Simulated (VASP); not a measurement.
MnSb, 2 atoms in the cell. Symmetry: R-3m, No. 166, trigonal system. Conventional cell: a = 3.416 Å, b = 3.416 Å, c = 12.467 Å, α = 90.00°, β = 90.00°, γ = 120.00°. Mn (site symmetry -3m) has 6 Sb at 2.86 Å as nearest neighbours. Around Sb (site symmetry -3m) lie 6 Mn at 2.86 Å. The cell was built by a generator and needn't be a form met in nature.

* Program: VASP 6.6.1
* Task: relaxation of cell and atoms
* Functional: PBE
* Potentials or basis: VASP PAW PBE potentials, release 64 (Mn_pv, Sb)
* Cutoff: 600 eV
* k mesh: 9 × 9 × 9
* Occupations: gaussian, width 0.05 eV
* Spin: collinear spin, ferromagnetic start
* Starting moments: [4.0, 0.0] μB
* Further INCAR settings: ALGO = Fast; EDIFF = 1e-06; IBRION = 2; EDIFFG = -0.01; NSW = 40; ISIF = 3

Potentials or basis: VASP PAW PBE potentials, release 64 (Mn_pv, Sb).

Run with:

```sh
$ cat potpaw_PBE.64/Mn_pv/POTCAR potpaw_PBE.64/Sb/POTCAR > POTCAR
$ mpirun -np 1 vasp_std > vasp.out
```

Hardware: 1 thread of AMD EPYC 9R45 96-Core Processor (Zen 5), on a shared host.

Q: Estimate the wall time of this run.

A: Run time: 19 min on 1 thread of AMD EPYC 9R45 96-Core Processor (Zen 5) (shared host), peak memory 0.35 GiB. Counts: scf iterations 120, k points 85, ion steps 11.
